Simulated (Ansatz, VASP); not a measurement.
## Sc: VASP beside Ansatz

The input INCAR:

```
  ALGO = Fast
  DIPOL = 0.5 0.5 0.303
  EDIFF = 1E-6
  ENCUT = 520
  GGA = PE
  IDIPOL = 3
  ISIF = 2
  ISMEAR = 0
  LASPH = True
  LCHARG = False
  LDIPOL = True
  LREAL = False
  LWAVE = False
  NBANDS = 54
  NELM = 100
  PREC = Accurate
  SIGMA = 0.1
```

KPOINTS

```
k-points
0
Gamma
  4 5 1
```

Contents of POSCAR:

```
Sc
1.0
    6.6389479791      0.0000000000      0.0000000000
    0.0000000000      5.1626219083      0.0000000000
    0.0000000000      0.0000000000     19.1132872497
Sc
8
Direct
    0.0000000000      0.7500000000      0.2092784955
    0.5000000000      0.7500000000      0.2092784955
    0.2500000000      0.2500000000      0.2594137541
    0.7500000000      0.2500000000      0.2594137541
    0.2500000000      0.7500000000      0.3452852846
    0.7500000000      0.7500000000      0.3452852846
    0.0000000000      0.2500000000      0.3983243254
    0.5000000000      0.2500000000      0.3983243254
```

Input for Ansatz:

```yaml
crystal:
  lattice:
    - [6.6389479791, 0.0, 0.0]
    - [0.0, 5.1626219083, 0.0]
    - [0.0, 0.0, 19.1132872497]
  atoms:
    - { symbol: Sc, position: [0.0, 0.75, 0.2092784955] }
    - { symbol: Sc, position: [0.5, 0.75, 0.2092784955] }
    - { symbol: Sc, position: [0.25, 0.25, 0.2594137541] }
    - { symbol: Sc, position: [0.75, 0.25, 0.2594137541] }
    - { symbol: Sc, position: [0.25, 0.75, 0.3452852846] }
    - { symbol: Sc, position: [0.75, 0.75, 0.3452852846] }
    - { symbol: Sc, position: [0.0, 0.25, 0.3983243254] }
    - { symbol: Sc, position: [0.5, 0.25, 0.3983243254] }
basis:
  ecutwfc: 420
kpoints:
  mp_grid: { grid: [4, 5, 1] }
hamiltonian:
  xc: pbe
scf:
  occupations: { method: gaussian, width: 0.1 }
output:
  forces: true
  eigenvalues: true
efield:
  axis: 3
  dipole_correction: true
  ramp_width: 0.04
```

Alike in both runs: task single point; functional PBE; k mesh 4 × 5 × 1; occupations gaussian, width 0.1 eV; no spin polarisation.

|  | VASP | Ansatz |
| --- | --- | --- |
| version | VASP 6.6.1 | Ansatz 0.2.0 |
| potentials or method | VASP PAW PBE potentials, release 64 (Sc_sv) | scalar-relativistic, plane waves, PAW |
| plane-wave cutoff (eV) | 520 | 420 |
| valence electrons in the cell | 88 | 88 |

VASP gave:

- gap on the k mesh at the Fermi level (eV): none
- rms of the force components (eV/Å): 0.086
- work function, face that differs most (eV): 3.33

Task: What did Ansatz give for the same quantities?

Result: gap on the k mesh at the Fermi level (eV): none; rms of the force components (eV/Å): 0.085; work function, face that differs most (eV): 3.47.

Atom by atom the forces differ by 0.006 eV/Å (rms over components). A gap of «none» marks a metal or a gap that the smearing closes.
